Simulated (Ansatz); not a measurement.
# PbF2: which input changes reach the field gradients?

Cell: a structure deposited in the COD, its atoms then relaxed with PBE in this cell.

Space group Pnma (No. 62); a = 6.4269, b = 3.8910, c = 7.6357 Å.

| site | Wyckoff | site symmetry | x | y | z |
| --- | --- | --- | --- | --- | --- |
| Pb | 4c | .m. | 0.7447 | 0.7500 | 0.1063 |
| F5 | 4c | .m. | 0.1409 | 0.7500 | 0.0667 |
| F9 | 4c | .m. | 0.5260 | 0.7500 | 0.8430 |

One atom of each set is listed.

Reference run. The numbers come from a DFT calculation in Ansatz (PBE, plane waves and PAW, scalar-relativistic, 420 eV cutoff, Γ-centred 3×5×3 k-points, Fermi–Dirac smearing 0.02 eV).

It gives V_zz (10²¹ V/m²) Pb -3.96 (η 0.59), F5 -1.87 (η 0.54), among others. Each of these runs changes the input as listed (caps on SCF iterations aside):

A. scf.convergence.dr2_threshold: not typed → 1e-08; basis.ecutwfc: not typed → 200 eV; hamiltonian.pseudopotentials: {kind: paw} → {kind: nc}
B. scf.occupations.width: 0.02 → 0.01; scf.mixing.algorithm: not typed → broyden; scf.mixing.beta: not typed → 0.2; kpoints.mp_grid.grid: [3, 5, 3] → [2, 2, 2]

(1) Which of these changes matter for the gradients?

Answers

(1) 

```csv
run,Pb V_zz (η),F5 V_zz (η),"largest change of a gradient tensor, all atoms",note
A,–,–,–,refused: output.efg without hamiltonian.pseudopotentials.kind: paw|paw_fr|all_electron or hamiltonian.pseudopotentials.kind: all_electron — the all-electron EFG reconstruction …
B,-3.95 (0.62),1.92 (0.96),0.50,converged; mesh coarser than the reference's; on F5 the largest value lies along another axis
```

Run B moves a gradient tensor by up to 0.50, on F5 (V_zz from -1.87 to 1.92); against its own size the tensor moves most on F9 among sites above 0.3 (by 0.46, V_zz from -0.94 to 1.12).

In run B the shift comes from kpoints.mp_grid.grid: the other keys steer the path to self-consistency or leave the density as it is (the gap is far wider than the smearing).

On the reference run: Spin–orbit coupling is left out, which shifts gradients on Pb by a few per cent, and by more where contributions nearly cancel.
